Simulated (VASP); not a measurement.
Here is a VASP 6.6.1 calculation.

The input INCAR:

```
SYSTEM = Ti3Si
  PREC = Accurate
  ENCUT = 520
  EDIFF = 1E-7
  ISMEAR = -1
  SIGMA = 0.05
  LREAL = .False.
  LASPH = .True.
  NELM = 80
  ALGO = Normal
  ISIF = 2
  LWAVE = .False.
  LCHARG = .False.
  GGA = PS
  NBANDS = 28
```

KPOINTS

```
Automatic mesh
0
Gamma
  7 7 7
  0 0 0
```

The input POSCAR:

```
Ti3Si
1.0
    0.0000000000      3.1443560000      3.1443560000
    3.1443560000      0.0000000000      3.1443560000
    3.1443560000      3.1443560000      0.0000000000
Ti Si
3 1
Direct
    0.0157130000      0.0024170000     -0.0161480000
    0.2485030000      0.2492450000      0.2434870000
    0.7517640000      0.7557860000      0.7510710000
    0.5060350000      0.4908640000      0.5154060000
```

Potentials or basis: VASP PAW PBE potentials, release 64 (Ti_sv, Si).

Launch:

```sh
$ cat potpaw_PBE.64/Ti_sv/POTCAR potpaw_PBE.64/Si/POTCAR > POTCAR
$ mpirun -np 1 vasp_std > vasp.out
```

Problem. Predict the largest force.

Solution. 0.511 eV/Å.

Problem. Estimate the pressure.

Solution. -4.7 GPa.

Problem. Estimate the band gap on the k mesh.

Solution. None (metal or under the smearing width).

Forces in eV/Å, atoms in the order of the input:
```
Ti   0.154 -0.077 -0.194
Ti   0.102  0.377  0.087
Ti  -0.164  0.186 -0.019
Si  -0.092 -0.486  0.126
```

Caveat: the PAW data sets were made with another functional, which shifts forces and pressure a little.
